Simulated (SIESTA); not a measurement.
Band structure of BeO (P6_3mc, 4 atoms in the cell).

```
BeO
1.0
    2.71718     0.00000     0.00000
   -1.35859     2.35315     0.00000
    0.00000     0.00000     4.41322
Be O
2 2
Direct
  0.33333   0.66667   0.00016
  0.66667   0.33333   0.50016
  0.33333   0.66667   0.37734
  0.66667   0.33333   0.87734
```

Computed with GGA PBE, numerical atomic orbitals DZP, PseudoDojo PBE standard norm-conserving potentials (rewritten from UPF to PSML) (SIESTA).

Settings: XC.functional = GGA; XC.authors = PBE; potentials = PseudoDojo PBE standard; PAO.BasisSize = DZP; PAO.EnergyShift = 0.01 Ry; MeshCutoff = 300 Ry; kgrid.MonkhorstPack = 9 9 5; OccupationFunction = FD; ElectronicTemperature = 10 K; PAO.Polarization.NonPerturbative = true; MaxSCFIterations = 150; SCF.Mixer.Method = Broyden; SCF.Mixer.Weight = 0.25; SCF.Mixer.History = 8.

The starting cell comes from a database of computed structures (which also holds hypothetical and non-ambient phases and stackings), without a prior relaxation at this level. Its lattice was rescaled by a random factor within 2.5 % of one. Values carry the incompleteness of an atom-centred basis.

Question: Predict the gap along the standard path and the places of the band edges.

Answer: The gap along the path is 7.34 eV, direct at Γ to within 0.01 eV.

Levels in eV from the top of the valence band on the path, bands 7 to 11:
| point | 7 | 8 | 9 | 10 | 11 |
|---|---|---|---|---|---|
| Γ | -1.02 | -0.04 | -0.04 | 0.00 | 7.34 |
| M | -3.32 | -2.68 | -1.98 | -0.94 | 9.78 |
| K | -3.65 | -2.88 | -2.37 | -2.37 | 9.55 |
| A | -0.53 | -0.53 | -0.53 | -0.53 | 9.66 |
| L | -1.87 | -1.87 | -1.71 | -1.71 | 8.96 |
| H | -4.35 | -4.35 | -1.30 | -1.30 | 11.66 |

Higher empty bands are left out: an atom-centred basis made for the valence describes them poorly.
